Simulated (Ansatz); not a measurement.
**Sn: strain energy, fitted**

Sn, Fd-3m, a = 6.541 Å. Ansatz: PBEsol, PAW, 420 eV, Γ-centred 12×12×8 mesh on 4 atoms, Gaussian smearing 0.10 eV; no spin polarisation. Series: equal strain along all axes, cell held, atoms fixed by symmetry; x is the strain in per cent. y is the free energy over the unstrained cell, V0 = 34.977 Å³/atom.

```tsv
x (%)	y (meV/atom)
-3.0	?
-2.0	17.29
-1.0	4.07
0.0	0.00
1.0	4.10
2.0	15.45
3.0	33.24
```

Fit y = c2 x² + c3 x³ to the other rows, turn c2 into a modulus, and predict the missing energy.

Least squares on the rows shown. y = 4.0762 x² − 0.12542 x³. In eV per unit strain² c2 is 40.76; the stiffness is B for this strain (E = 9/2 B V0 ε², shape held): 2 × 40.76 × 160.2 / (9 × 34.977) = 41 GPa. The unstrained cell keeps some stress along the strain, worth a slope of 0.18 meV/atom per %, which the form leaves out. At x = -3.0 the fit asked for gives 40.07 meV/atom. The run gave 40.80 meV/atom, so the fit is 0.73 meV/atom too low, 1.8 % of the span of the series, against an rms of 0.11 meV/atom on the fitted rows. The row lies outside the fitted range. With a term in x⁴ added, a fit to the same known rows predicts 39.40 meV/atom, further off still.

Cost: 7 runs of about 4.4 core-minutes in all, on Arm Neoverse V1 (shared hosts).